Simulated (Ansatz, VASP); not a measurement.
## Ga3Se: VASP beside Ansatz

Contents of INCAR:

```
SYSTEM = Ga3Se
  ALGO = Normal
  EDIFF = 1E-6
  ENCUT = 520
  GGA = RP
  ISIF = 2
  ISMEAR = -1
  LASPH = .True.
  LCHARG = .False.
  LREAL = .False.
  LWAVE = .False.
  NBANDS = 30
  NELM = 60
  PREC = Accurate
  SIGMA = 0.05
```

Contents of KPOINTS:

```
k-points
0
Gamma
  4 4 4
  0 0 0
```

File POSCAR:

```
Ga3Se
1.0
    4.4324650000      0.0000000000      0.0000000000
    0.0000000000      4.4324650000      0.0000000000
    0.0000000000      0.0000000000      4.4324650000
Se Ga
1 3
Direct
    0.0000000000      0.0000000000      0.0000000000
    0.5000000000      0.5000000000      0.0000000000
    0.5000000000      0.0000000000      0.5000000000
    0.0000000000      0.5000000000      0.5000000000
```

Contents of input.yaml:

```yaml
crystal:
  lattice:
    - [4.432465, 0.0, 0.0]
    - [0.0, 4.432465, 0.0]
    - [0.0, 0.0, 4.432465]
  atoms:
    - { symbol: Se, position: [0.0, 0.0, 0.0] }
    - { symbol: Ga, position: [0.5, 0.5, 0.0] }
    - { symbol: Ga, position: [0.5, 0.0, 0.5] }
    - { symbol: Ga, position: [0.0, 0.5, 0.5] }
hamiltonian:
  xc: rpbe
  pseudopotentials: { kind: paw }
kpoints:
  mp_grid: { grid: [4, 4, 4] }
scf:
  occupations: { method: fermi_dirac, width: 0.05 }
  n_extra_bands: 10
output:
  forces: true
  stress: true
  eigenvalues: true
  dos: { projected: true, de: 0.05, nscf_kmesh: { grid: [6, 6, 6] } }
```

The cell comes from a database or a generator and needn't be the stable form of this composition.

Alike in both runs: functional RPBE; k mesh 4 × 4 × 4; occupations fermi-dirac, width 0.05 eV; no spin polarisation.

|  | VASP | Ansatz |
| --- | --- | --- |
| version | VASP 6.6.1 | Ansatz 0.2.0 |
| potentials or method | VASP PAW PBE potentials, release 64 (Se, Ga_d) | Ansatz PAW |
| plane-wave cutoff (eV) | 520 | 420 |
| valence electrons in the cell | 45 | 55 |
| task | single point | projected density of states |

VASP gave:

```
gap on the k mesh at the Fermi level (eV) : none
pressure (GPa)                            : 1.6
```

**Question.** Estimate Ansatz's values.

**Answer.** gap on the k mesh at the Fermi level (eV): none; pressure (GPa): 1.5.

A gap of «none» marks a metal or a gap that the smearing closes. The two sets of potentials don't hold the same shells in valence.

Caveats: the PAW data sets were made with another functional, which shifts forces and pressure a little (VASP); the PAW data sets come from PBE, with cores solved anew for the run's functional, which leaves a small shift of forces and pressure (Ansatz); the density of states is complete only up to the lowest level of the last band computed (Ansatz).
